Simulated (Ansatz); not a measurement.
The system is Ge.

```xyz
12
Lattice="5.9300 0.0000 0.0000 0.0000 5.9300 0.0000 0.0000 0.0000 6.9800" Properties=species:S:1:pos:R:3 pbc="T T T"
Ge    2.2237    0.9885    5.2350
Ge    1.9765    5.1887    3.4900
Ge    3.7062    4.9415    1.7450
Ge    3.9535    0.7412    0.0000
Ge    5.1887    1.9765    3.4900
Ge    4.9415    3.7062    5.2350
Ge    0.7412    3.9535    0.0000
Ge    0.9885    2.2237    1.7450
Ge    3.4097    2.5202    1.7450
Ge    5.4852    5.4852    3.4900
Ge    2.5202    3.4097    5.2350
Ge    0.4447    0.4447    0.0000
```

This isn't the form of Ge at room conditions, which is diamond.

```yaml
Program: Ansatz 0.2.0
Task: relaxation of cell and atoms
Functional: r2SCAN
Potentials_or_basis: Ansatz PAW
Cutoff: "500 eV (not typed: the program's choice for these potentials)"
k_mesh: 5 × 5 × 4
Occupations: fermi-dirac, width 0.05 eV
Spin: no spin polarisation
```

At the start: volume 20.45 Å³/atom.

Task: Where does the relaxation end?

Result: It ends after 6 steps and the volume is 20.90 Å³/atom (+2.2 %); space group P4_32_12 (No. 96, to 0.05 Å).

The path:
```csv
step,energy change (eV),largest force (eV/Å),volume (Å³)
1,0.0000,0.9069,245.45
2,-0.1687,0.1679,252.24
3,-0.2006,0.0345,251.24
4,-0.2025,0.0135,250.67
5,-0.2026,0.0021,250.75
6,-0.2046,0.0022,250.75
```

Final structure:
```cif
data_structure
_symmetry_space_group_name_H-M 'P 1'
_symmetry_Int_Tables_number 1
_cell_length_a 5.9514
_cell_length_b 5.9514
_cell_length_c 7.0796
_cell_angle_alpha 90.000
_cell_angle_beta 90.000
_cell_angle_gamma 90.000
_cell_volume 250.75
loop_
_atom_site_label
_atom_site_type_symbol
_atom_site_fract_x
_atom_site_fract_y
_atom_site_fract_z
_atom_site_occupancy
Ge1 Ge 0.37273 0.16944 0.75548 1
Ge2 Ge 0.33056 0.87273 0.50548 1
Ge3 Ge 0.62727 0.83056 0.25548 1
Ge4 Ge 0.66944 0.12727 0.00548 1
Ge5 Ge 0.87273 0.33056 0.49452 1
Ge6 Ge 0.83056 0.62727 0.74452 1
Ge7 Ge 0.12727 0.66944 0.99452 1
Ge8 Ge 0.16944 0.37273 0.24452 1
Ge9 Ge 0.58425 0.41575 0.25000 1
Ge10 Ge 0.91575 0.91575 0.50000 1
Ge11 Ge 0.41575 0.58425 0.75000 1
Ge12 Ge 0.08425 0.08425 0.00000 1
```

Caveat: the plane-wave basis is chosen anew once the cell has moved, so the energies of steps on either side of that aren't comparable; the PAW data sets come from PBE, with cores solved anew for the run's functional, which leaves a small shift of forces and pressure.
